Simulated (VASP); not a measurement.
## A VASP 6.6.1 single-point calculation on CsPbCl3

INCAR

```
NELECT = 44.1
NSW = 0
LWAVE = .FALSE.
LCHARG = .FALSE.
LASPH = .TRUE.
ISMEAR = -1
ENCUT = 520
EDIFF = 1E-7
METAGGA = TPSS
NELM = 120
LREAL = .FALSE.
IVDW = 10
PREC = Accurate
IBRION = -1
ISIF = 2
NBANDS = 30
SIGMA = 0.02
```

KPOINTS

```
KPOINTS created by Atomic Simulation Environment
0
Gamma
4 4 4
0 0 0
```

POSCAR

```
Cs Pb Cl
 1.0000000000000000
     5.6767295249891125    0.0000000000000000    0.0000000000000000
     0.0000000000000000    5.6767295249891125    0.0000000000000000
     0.0000000000000000    0.0000000000000000    5.6767295249891125
 Cs  Pb  Cl
   1   1   3
Cartesian
 -0.0000000000000000  0.0000000000000000  0.0000000000000000
  2.8383647624945563  2.8383647624945563  2.8383647624945563
  2.8383647624945563  2.8383647624945563  0.0000000000000000
  0.0000000000000000  2.8383647624945563  2.8383647624945563
  2.8383647624945563  0.0000000000000000  2.8383647624945563
```

The recommended PBE PAW datasets give the neutral cell 44 valence electrons.

Command

```
mpirun -np 1 vasp_std
```

How does this run end, and what does it give?

It converged. Results: pressure -3.3 GPa.

OSZICAR

```
N       E                     dE             d eps       ncg     rms          rms(c)
DAV:   1     0.422241850005E+03    0.42224E+03   -0.19114E+04   600   0.136E+03
DAV:   2     0.192090729892E+02   -0.40303E+03   -0.38655E+03   766   0.398E+02
DAV:   3    -0.377735271958E+02   -0.56983E+02   -0.56296E+02   778   0.161E+02
DAV:   4    -0.400941615046E+02   -0.23206E+01   -0.23121E+01   824   0.382E+01
DAV:   5    -0.401732081679E+02   -0.79047E-01   -0.78998E-01   798   0.670E+00    0.633E+00
DAV:   6    -0.414519650764E+02   -0.12788E+01   -0.94079E+00   762   0.297E+01    0.367E+00
DAV:   7    -0.411998593416E+02    0.25211E+00   -0.98579E-01   960   0.715E+00    0.210E+00
DAV:   8    -0.412702547604E+02   -0.70395E-01   -0.37581E-01   832   0.325E+00    0.145E+00
DAV:   9    -0.412653596669E+02    0.48951E-02   -0.30675E-02   860   0.134E+00    0.760E-01
DAV:  10    -0.412728321132E+02   -0.74724E-02   -0.39319E-02   676   0.141E+00    0.289E-01
DAV:  11    -0.412731352020E+02   -0.30309E-03   -0.18365E-03   768   0.293E-01    0.198E-01
DAV:  12    -0.412738841703E+02   -0.74897E-03   -0.33619E-03   678   0.428E-01    0.140E-01
DAV:  13    -0.412738274501E+02    0.56720E-04   -0.23588E-04   916   0.143E-01    0.467E-02
DAV:  14    -0.412738565704E+02   -0.29120E-04   -0.11661E-04   744   0.900E-02    0.364E-02
DAV:  15    -0.412738564630E+02    0.10743E-06   -0.24024E-05   792   0.382E-02    0.150E-02
DAV:  16    -0.412738581703E+02   -0.17073E-05   -0.78623E-06   666   0.211E-02    0.193E-03
DAV:  17    -0.412738582866E+02   -0.11635E-06   -0.22834E-07   730   0.306E-03    0.219E-03
DAV:  18    -0.412738583019E+02   -0.15263E-07   -0.17950E-07   520   0.329E-03
   1 F= -.44268589E+02 E0= -.44268270E+02  d E =-.637917E-03
```

The cell is charged and sits in a uniform background.

For comparison, a separate PBE run of the intended cell, on usual settings and not on those above, gives a gap of 2.10 eV on its mesh and a pressure of 0.7 GPa.
